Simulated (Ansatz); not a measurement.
## Mg (P6/mmm, 1 atom in the cell): a soft mode frozen in

Wanted: the energy along a soft mode of Mg (P6/mmm, 1 atom in the cell) and the structure at the end.

Calculated with Ansatz 0.2.0; DFT PBEsol, scalar-relativistic, plane waves, PAW.

This is not the structure that Mg takes at ambient pressure and room temperature (hexagonal, No. 194); it is a model or a phase of other conditions.

## 1. The starting structure

The structure is hexagonal, space group P6/mmm (No. 191). The conventional cell has a = 3.076 Å, b = 3.076 Å, c = 3.063 Å, α = 90.00°, β = 90.00°, γ = 120.00°. Nearest to Mg lie 8 Mg at 3.06 to 3.08 Å.

## 2. Phonons on a q mesh

The cell comes from relaxations at this level that are not shown. Stability and thermal properties need the whole zone. Linear response on a 3×3×4 q mesh gives force constants as far as a supercell of that size would.

input.yaml reads:

```yaml
crystal:
  lattice:
    - [3.0755538064, 0.0, 0.0]
    - [-1.5377769032, 2.6635077271, 0.0]
    - [0.0, 0.0, 3.0625243538]
  atoms:
    - { symbol: Mg, position: [0.0, 0.0, 0.0] }
kpoints:
  mp_grid: { grid: [15, 15, 12] }
hamiltonian:
  xc: pbesol
scf:
  occupations: { method: methfessel_paxton, width: 0.15 }
output:
  eigenvalues: true
phonons:
  method: dfpt
  qmesh: [3, 3, 4]
  temperatures: { t_max: 1000, t_step: 50 }
  qpath:
    path:
      - [[0.0, 0.0, 0.0], [0.5, 0.0, 0.0], [0.33333333, 0.33333333, 0.0], [0.0, 0.0, 0.0], [0.0, 0.0, 0.5], [0.5, 0.0, 0.5], [0.33333333, 0.33333333, 0.5], [0.0, 0.0, 0.5]]
      - [[0.5, 0.0, 0.5], [0.5, 0.0, 0.0]]
      - [[0.33333333, 0.33333333, 0.5], [0.33333333, 0.33333333, 0.0]]
    npoints: 10
```

Command:

```bash
$ ansatz run input.yaml --threads 4 --pin off --max-ram 7168MiB --backend cpu --events-out ev --progress --plain --runs-dir out
```

Numbers of over 12 decimals in the logs are rounded to 6 here.

Output:

```text
Engine: ansatz 0.2.0, aarch64-unknown-linux-gnu
Pseudopotentials: kind: paw
Pseudopotential: Mg, paw, valence charge 10, recommended cutoff 420 eV (normal), Mg.paw.azcp
Functional definition: PBEsol
  exchange = pbesol_x
  correlation = pbesol_c
Crystal: 1 atoms, lattice volume = 25.087 Å³
Basis set: ecut = 420 eV, 515 PW (Γ), exchange–correlation on 48×48×48 points (8 copies of the dense FFT grid, shifted against one another)
Bands: 9, of which v1, the nominal top of the filled ones, is band 5 counted from 1 (4 counted from 0)
Symmetry: 24 space group operations
k-points: 189 of 2700
Non-local potential: Mg, projectors of the file, l = 0: 3, l = 1: 2, l = 2: 1
PAW form: soft (Blöchl's): semilocal exchange-correlation on the pseudo side does not see the compensation charge
PAW frozen core: Mg, regenerated for the run's functional, and the local potential with it (the file was generated under x = pbe(κ = 0.804, μ = 0.219515), c = pbe(β = 0.066725))
PAW one-centre angular grid: Mg, 110 points (default); XC on 64 Gauss nodes
Initial density: superposition of atomic densities (neutral atoms: chi_scale 0, normalization atom), corrected by the library's trained network
Initial wavefunctions: pseudopotential atomic-orbital guess
Functional: x = pbesol(κ = 0.804, μ = 0.123457), c = pbesol(β = 0.046)
SCF iter   1: F=—  HF=-1911.816863 eV  |F-HF|=—  |Δ(HF+E_count)|=         —  Δρ=2.03e-3  dr2=6.17e-4  ethr=1.77e-3  ⟨swp⟩=5.5  Hψ=11762  notcnv=0
preconditioner: auto → none  [metal: Δε(μ)=0.066 eV  Ē_g=9.438 eV  σ=0.150 eV  W_gap=0.35  n_scr=2 (ndim 8)  ℏωp=10.5 eV  f_vac=0.000  D(μ)=0.56/eV (n_scr^D=0)  sad-step TF]
SCF iter   2: F=—  HF=-1911.816505 eV  |F-HF|=—  |Δ(HF+E_count)|=   3.58e-4  S|Δr|=    0.00e0  Δρ=9.55e-4  dr2=1.90e-4  ethr=6.17e-6  ⟨swp⟩=2.5  Hψ=3810  notcnv=0
SCF iter   3: F=—  HF=-1911.816452 eV  |F-HF|=—  |Δ(HF+E_count)|=   5.32e-5  S|Δr|=    0.00e0  Δρ=1.65e-4  dr2=7.24e-6  ethr=1.90e-6  ⟨swp⟩=2.3  Hψ=2605  notcnv=0  defer=4
SCF iter   4: F=—  HF=-1911.816452 eV  |F-HF|=—  |Δ(HF+E_count)|=   3.07e-7  S|Δr|=    0.00e0  Δρ=6.51e-5  dr2=4.81e-7  ethr=7.24e-8  ⟨swp⟩=2.0  Hψ=2532  notcnv=0  defer=4
SCF iter   5: F=—  HF=-1911.816451 eV  |F-HF|=—  |Δ(HF+E_count)|=   1.01e-6  S|Δr|=    0.00e0  Δρ=5.37e-6  dr2=2.75e-9  ethr=4.81e-9  ⟨swp⟩=2.0  Hψ=2631  notcnv=0  defer=4
SCF iter   6: F=—  HF=-1911.816451 eV  |F-HF|=—  |Δ(HF+E_count)|=   3.35e-9  S|Δr|=    0.00e0  Δρ=5.90e-7  dr2=3.36e-11  ethr=2.75e-11  ⟨swp⟩=2.0  Hψ=2646  notcnv=0  defer=4
SCF iter   7: F=-1911.816451 eV  HF=-1911.816451 eV  |F-HF|=6.82e-13  |Δ(HF+E_count)|=  3.89e-11  S|Δr|=    0.00e0  Δρ=5.52e-8  dr2=3.24e-13  ethr=1.00e-12  ⟨swp⟩=5.1  Hψ=5746  notcnv=0
SCF 1 converged in 7 iterations: F = -1911.816451 eV  dr2 = 3.24e-13
  greatest PAW one-centre occupation: 1.000 electrons in one spin orbital (limit 2), on the Mg atom at site 0 (counted from 0), in its partial waves of l = 0
NSCF: frozen V_eff on 189 k-points
NSCF: frozen V_eff on 448 k-points
DFPT response loops at q = (0, 0, 0) (fractional): preconditioner auto → Kerker (q_TF=auto, 2.341 Å⁻¹) (partly filled bands, converged f_vac=0.000); β = 1.00, the filter's whole step (`scf.mixing.beta` (0.50) is not read by the response loops under this deck's `scf.mixing.preconditioner`; to damp them name `kerker` or `kerker_dos`, under which they read `scf.mixing.beta`, and type it under 1.00, their step now; both keys bind the ground state too); Broyden in place of MSR1
NSCF: frozen V_eff on 1536 k-points
DFPT response loops at q = (0, 0, 0.25) (fractional): mixed as the last ones told, above
NSCF: frozen V_eff on 896 k-points
DFPT response loops at q = (0, 0, -0.5) (fractional): mixed as the last ones told, above
NSCF: frozen V_eff on 1680 k-points
DFPT response loops at q = (0, 0.333333, 0) (fractional): mixed as the last ones told, above
NSCF: frozen V_eff on 2880 k-points
DFPT response loops at q = (0, 0.333333, 0.25) (fractional): mixed as the last ones told, above
NSCF: frozen V_eff on 1680 k-points
DFPT response loops at q = (0, 0.333333, -0.5) (fractional): mixed as the last ones told, above
NSCF: frozen V_eff on 1680 k-points
DFPT response loops at q = (0.333333, 0.333333, 0) (fractional): mixed as the last ones told, above
NSCF: frozen V_eff on 2880 k-points
DFPT response loops at q = (0.333333, 0.333333, 0.25) (fractional): mixed as the last ones told, above
NSCF: frozen V_eff on 1680 k-points
DFPT response loops at q = (0.333333, 0.333333, -0.5) (fractional): mixed as the last ones told, above
SCF converged after 7 iterations
Stability not checked: this state was not tested for a lower state beside it, because cold or Methfessel-Paxton smearing, or corrected tetrahedra, fill the levels in a way that the test cannot read (fill_not_monotonic; see scf.lower_state_search)
Free energy (F): -1911.816451 eV
Harris-Foulkes:  -1911.816451 eV  (|F-HF|=6.82e-13)
Internal energy: -1911.815713 eV  (E = F + TS)
E sigma→0 (E₀):  -1911.816266 eV
Entropy (-TS):   -0.000738 eV (-0.738 meV/atom)
Fermi energy:    4.845596 eV
--- Per-component energies (eV) ---
  E_band       = -364.226255
  E_kinetic    = 74.514910
  E_local      = -1670.597570  (includes V_loc(G=0)·N_el)
  E_nonlocal   = 96.642285
  E_hartree    = 599.268681
  E_xc         = -27.825493
  E_vxc        = -36.074054  (∫ρ·V_xc dr)
  E_paw        = -281.449135  (= ΣΔE_a)
  E_vpaw       = -27.249211  (= ΣTr[D̂ρ^β])
  E_aug_tail   = -0.000002  (compensation charges beyond the density's cutoff)
  E_ewald      = -702.428252
  E_core_change = 0.058862  (= ΣΔE_core)
  E_smearing   = -0.000738  (= −TS)
  E_closure    = 0.000000  (closes the sum)
  Σ components = -1911.816451   (vs F -1911.816451, Δ=0.00e0)
--- Band table (eV; the first three rows and the last of 189) ---
  k-point 0: bands = ["-70.8947", "-37.8397", "-37.8109", "-37.8109", "-1.6778", "12.8318", "13.5132", "17.2752", "17.2752"]
  k-point 1: bands = ["-70.8946", "-37.8415", "-37.8107", "-37.8107", "-1.5667", "10.9626", "15.4351", "17.3694", "17.3694"]
  k-point 2: bands = ["-70.8943", "-37.8464", "-37.8104", "-37.8104", "-1.2344", "8.9060", "17.5994", "17.6462", "17.6462"]
  k-point 188: bands = ["-70.8893", "-37.8608", "-37.8344", "-37.8344", "7.8954", "7.8954", "8.4910", "9.6413", "9.6413"]
--- Phonons (Γ-DFPT): 2 representative perturbations + reference (Σ response iterations 6) ---
  ASR residual: 6.573e-5 → 0.000e0 eV/Å²; symmetrization residual: 6.480e-12 eV/Å²
  ASR residual per site (eV/Å²): 6.57e-5
  Γ frequencies (cm⁻¹): 0.00 0.00 0.00
--- Phonons (arbitrary-q DFPT): 9 irreducible q on the 3×3×4 mesh ---
  q = [0.0000, 0.0000, 0.0000] (star 1, of the zone-centre solve; hermiticity 1.36e-9, symmetrization 9.86e-8): -0.00 -0.00 0.00
  q = [0.0000, 0.0000, 0.2500] (star 2, 2 solved perturbations in 1092 linear systems a pass and spin channel, the states on 768 of 2700 k-point pairs; hermiticity 4.87e-14, symmetrization 2.50e-12): -73.12 -73.12 153.02
  q = [0.0000, 0.0000, -0.5000] (star 1, 2 solved perturbations in 637 linear systems a pass and spin channel, the states on 448 of 2700 k-point pairs; hermiticity 1.90e-14, symmetrization 1.06e-12): -111.34 -111.34 206.64
  q = [0.0000, 0.3333, 0.0000] (star 6, 3 solved perturbations on 840 of 2700 k-point pairs; hermiticity 5.21e-14, symmetrization 1.15e-13): -104.02 133.61 220.74
  q = [0.0000, 0.3333, 0.2500] (star 12, 3 solved perturbations on 1440 of 2700 k-point pairs; hermiticity 1.75e-7, symmetrization 4.53e-14): 117.42 132.60 219.27
  q = [0.0000, 0.3333, -0.5000] (star 6, 3 solved perturbations on 840 of 2700 k-point pairs; hermiticity 1.40e-13, symmetrization 3.53e-14): 101.94 218.93 221.03
  q = [0.3333, 0.3333, 0.0000] (star 2, 2 solved perturbations in 1162 linear systems a pass and spin channel, the states on 840 of 2700 k-point pairs; hermiticity 9.53e-14, symmetrization 2.03e-12): -128.02 219.12 219.12
  q = [0.3333, 0.3333, 0.2500] (star 4, 2 solved perturbations in 1992 linear systems a pass and spin channel, the states on 1440 of 2700 k-point pairs; hermiticity 4.73e-8, symmetrization 4.14e-8): 127.79 218.29 218.29
  q = [0.3333, 0.3333, -0.5000] (star 2, 2 solved perturbations in 1162 linear systems a pass and spin channel, the states on 840 of 2700 k-point pairs; hermiticity 8.58e-14, symmetrization 6.90e-13): 211.42 211.42 216.90
  sum rule: each row above includes the acoustic sum rule's correction from the zone centre's row sums; it moved no ω² by more than (0.86 cm⁻¹)²
  mesh force constants: q→R imaginary residual 0.00e0; ASR residual 6.573e-5 → 0.000e0 eV/Å²; symmetrization residual 1.332e-15 eV/Å²
  interpolated dispersion: 93 rows × 3 modes
  density of states and harmonic sums: on the 24×24×20 q-mesh, interpolated from the force constants of a 3×3×4 supercell (no non-analytic term)
  largest difference from the sums on the solved wave vectors: F 2.77e-2 eV, S 3.41e-5 and C_V 9.95e-6 eV/K
  zero-point energy: 0.027099 eV/cell   skipped modes (ω ≤ 0): 312, of them read as no rigid motion or as one in doubt: 309 (3.970e-1 modes/cell left out, lowest -128.02 cm⁻¹)   left out of the sums: 1.32e-1 of the cell's modes: C_V's classical limit lies that fraction below 3 k_B per atom; for a crystal, a wire or a layer, F and S can be off by more, and a phonons.interpolated_qmesh denser along its periods is the remedy for the sampling
```

Elapsed: 47 s, on 4 threads of Arm Neoverse V2, shared host; peak memory 0.87 GiB; 3 min of CPU time.

The column dr2 measures how far the density is from self-consistency, as an energy; F and HF (Harris–Foulkes) agree once it is small.

Numbers from this step:

```
volume per atom                                         : 25.09 Å³
gap on the k-mesh                                       : 0 eV
sum-rule residual before enforcement                    : 6.57e-5 eV/Å²
lowest frequency on the path                            : -128.0 cm⁻¹
highest frequency on the path or at a solved wavevector : 257.8 cm⁻¹
lowest mode on the q mesh (acoustic modes at Γ apart)   : -128.0 cm⁻¹
```

Frequencies (cm⁻¹) solved at each irreducible wavevector; negative means imaginary. Frequencies by wavevector, by row:

```
q in reciprocal lattice units  star  mode 1  mode 2  mode 3
                        0 0 0     1       0       0       0
                     0 0 0.25     2   -73.1   -73.1     153
                     0 0 -0.5     1  -111.3  -111.3   206.6
                   0 0.3333 0     6    -104   133.6   220.7
                0 0.3333 0.25    12   117.4   132.6   219.3
                0 0.3333 -0.5     6   101.9   218.9     221
              0.3333 0.3333 0     2    -128   219.1   219.1
           0.3333 0.3333 0.25     4   127.8   218.3   218.3
           0.3333 0.3333 -0.5     2   211.4   211.4   216.9
```

Interpolated from a 3×3×4 q mesh. Phonon branches along the path, in cm⁻¹:

```csv
point,branch 1,branch 2,branch 3
Γ,0,0,0
halfway,-85,110,181
M,-120,152,254
halfway,-124,178,244
K,-128,219,219
halfway,-95,132,195
Γ,0,0,0
halfway,-73,-73,153
A,-111,-111,207
halfway,60,169,218
L,128,222,258
halfway,160,220,245
H,211,211,217
halfway,100,187,219
A,-111,-111,207
jump to L,128,222,258
halfway,127,141,256
M,-120,152,254
jump to H,211,211,217
halfway,128,218,218
K,-128,219,219
```

The phonon branches as a text plot (rows in cm⁻¹):

```
    250 |     ****                     ****          ******
    234 |         * ***               *    *  **
    218 |          *   *            **************** *     ******
    202 |    *      *           ****        **      *
    185 |   *     *  *                                *     *
    169 |        *    * *      *     *     *  *        *     *
    153 |  *  ***      *                  *    * *       **
    137 |                *               *      *     ***
    121 |    *                *     *  **            *
    105 |   *           *    *        *           *
     89 |  *             **
     73 | *                                             *     *
     57 | *               *          *           *
     41 |*                 **
     25 |*                 *
      9 |
     -7 |                   *
    -24 |*                 *
    -40 | *               *  *      *              *
    -56 |                *    *                   *
    -72 |  *            *          *
    -88 |   *                  *   *               *     *
   -104 |    *         *        ***                 *          *
   -120 |     *********                                   *     *
         Γ     M   K       Γ     A      L   H      A|L   M|H    K
```

Symmetry leaves 9 wavevectors to solve. The lowest mode among them, the acoustic zeros apart, lies at q = (0.333, 0.333, 0) and is imaginary, 128.0i cm⁻¹, so the energy falls along it.

## 3. The mode frozen in, largest atomic shift 0 Å

The mode followed lies at q = (0, 0, -0.5) with frequency 111.3i cm⁻¹ and is 2-fold degenerate, one of the unstable modes though not the softest. At small amplitude the distorted cell has space group no. 63 by a symmetry search on the positions. The undistorted cell that holds it gives the zero of energy on the same k mesh.

System of this step: Mg. Symmetry: P6/mmm, No. 191, hexagonal system. Conventional cell: a = 3.076 Å, b = 3.076 Å, c = 3.063 Å, α = 90.00°, β = 90.00°, γ = 120.00°. Mg has 8 Mg at 3.06 to 3.08 Å nearest.

input.yaml, the sections that differ from step 2:

```yaml
crystal:
  lattice:
    - [3.0755538064, 0.0, 0.0]
    - [1.5377769032, 2.6635077271, 0.0]
    - [0.0, 0.0, 6.1250487076]
  atoms:
    - { symbol: Mg, position: [0.0, 0.0, 0.0] }
    - { symbol: Mg, position: [0.0, 0.0, 0.5] }
kpoints:
  mp_grid: { grid: [15, 15, 6] }
output:
  forces: true
  stress: true
  eigenvalues: true
# hamiltonian, scf: as in step 2
# phonons: removed
```

Output:

```text
[...]
Crystal: 2 atoms, lattice volume = 50.175 Å³
Basis set: ecut = 420 eV, 1005 PW (Γ), exchange–correlation on 48×48×90 points (8 copies of the dense FFT grid, shifted against one another)
Bands: 14, of which v1, the nominal top of the filled ones, is band 10 counted from 1 (9 counted from 0)
Symmetry: 48 space group operations
[...]
k-points: 108 of 1350
[...]
--- Band table (eV; the first three rows and the last of 108) ---
  k-point 0: bands = [... 6 lower, -37.8088, -37.8088, -1.6778, 1.9453, 2.5840, 12.8318, 13.5132, 17.2752]
  k-point 1: bands = [... 6 lower, -37.8090, -37.8090, -1.5667, 1.0402, 3.6874, 10.9626, 15.4351, 17.3694]
  k-point 2: bands = [... 6 lower, -37.8094, -37.8094, -1.2344, 0.0791, 5.2421, 8.9060, 17.5994, 17.6463]
  k-point 107: bands = [... 6 lower, -37.8356, -37.8356, 5.8515, 5.8515, 5.8515, 5.8515, 6.6571, 6.6571]
[key lines of the parts left out:]
SCF converged after 5 iterations
Free energy (F): -3823.632901 eV
Fermi energy:    4.845604 eV
P = ⅓ Tr σ = 0.0001 GPa (0.001 kbar)
```

The job ended after 0.73 s (4 threads; peak memory 0.34 GiB).

This step gave:

```yaml
pressure: 6.18e-5 GPa
energy_from_the_undistorted_cell: 0 meV/atom
```

The run ends at a pressure of 0.00 GPa.

## 4. The mode frozen in, largest atomic shift 0.6 Å

The atoms are moved along the unstable eigenvector, the largest shift by 0.6 Å, with the cell fixed.

input.yaml, the sections that differ from step 3:

```yaml
crystal:
  lattice:
    - [3.0755538064, 0.0, 0.0]
    - [1.5377769032, 2.6635077271, 0.0]
    - [0.0, 0.0, 6.1250487076]
  atoms:
    - { symbol: Mg, position: [0.2252668516, -0.1126334258, 0.0] }
    - { symbol: Mg, position: [-0.2252668516, 0.1126334258, 0.5] }
# kpoints, hamiltonian, scf, output: as in step 3
```

Output:

```text
[...]
Crystal: 2 atoms, lattice volume = 50.175 Å³
Basis set: ecut = 420 eV, 1005 PW (Γ), exchange–correlation on 48×48×90 points (8 copies of the dense FFT grid, shifted against one another)
Bands: 14, of which v1, the nominal top of the filled ones, is band 10 counted from 1 (9 counted from 0)
Symmetry: 8 space group operations
[...]
k-points: 256 of 1350
[...]
--- Band table (eV; the first three rows and the last of 256) ---
  k-point 0: bands = [... 6 lower, -37.7717, -37.7706, -1.6662, 1.9492, 2.6195, 13.2261, 13.5127, 17.4895]
  k-point 1: bands = [... 6 lower, -37.7716, -37.7706, -1.5551, 1.0525, 3.7174, 11.1111, 15.6935, 17.5658]
  k-point 2: bands = [... 6 lower, -37.7714, -37.7708, -1.2228, 0.0912, 5.2816, 8.9970, 17.7446, 17.7782]
  k-point 255: bands = [... 6 lower, -37.7874, -37.7874, 4.1593, 4.1593, 4.9604, 4.9604, 11.4654, 11.4654]
[key lines of the parts left out:]
SCF converged after 5 iterations
Free energy (F): -3823.864430 eV
Fermi energy:    4.829944 eV
P = ⅓ Tr σ = -1.3231 GPa (-13.231 kbar)
```

Wall time 1.5 s (4 threads); peak memory 0.41 GiB.

This step gave:

* pressure: -1.323 GPa
* energy from the undistorted cell: -115.8 meV/atom

The energy, extrapolated to zero smearing, is -115.82 meV/atom against the undistorted cell.

The run ends at a pressure of -1.32 GPa, with forces up to 0.19 eV/Å.

## 5. Energy along the mode, all amplitudes (two of the runs are shown above)

An imaginary frequency means negative curvature, so the energy should fall and then rise again as anharmonic terms take over.

This step gave:

| Quantity | Value |
| --- | --- |
| depth at the lowest point sampled | 115.8 meV/atom |
| largest atomic shift at that point | 0.6 Å |

The energy from the parent by largest atomic shift:

| largest atomic shift (Å) | energy from the parent (meV/atom) |
| --- | --- |
| 0.000 | 0 |
| 0.040 | -0.889 |
| 0.080 | -3.52 |
| 0.140 | -10.5 |
| 0.220 | -24.7 |
| 0.320 | -48.0 |
| 0.450 | -81.8 |
| 0.600 | -116 |

Displacement at unit largest shift by atom:

| atom | x (Å) | y (Å) | z (Å) | size |
| --- | --- | --- | --- | --- |
| Mg1 | 0.866 | -0.500 | 0.000 | 1.000 |
| Mg2 | -0.866 | 0.500 | 0.000 | 1.000 |

The lowest of the steps tried is the last one, at 0.6 Å, 116 meV/atom below the parent; the bottom of the well need not coincide with a step.

[end of part 1 of 2]

[Logs are printed without paths, hosts, clocks, repeated set-up lines and the standing remarks that a program may print on its own settings, such as how far it seeks lower states.]

[Hosts, paths, dates, database ids (printed as entryN), source tags and the programs' standing remarks are cut or masked in the printed files.]
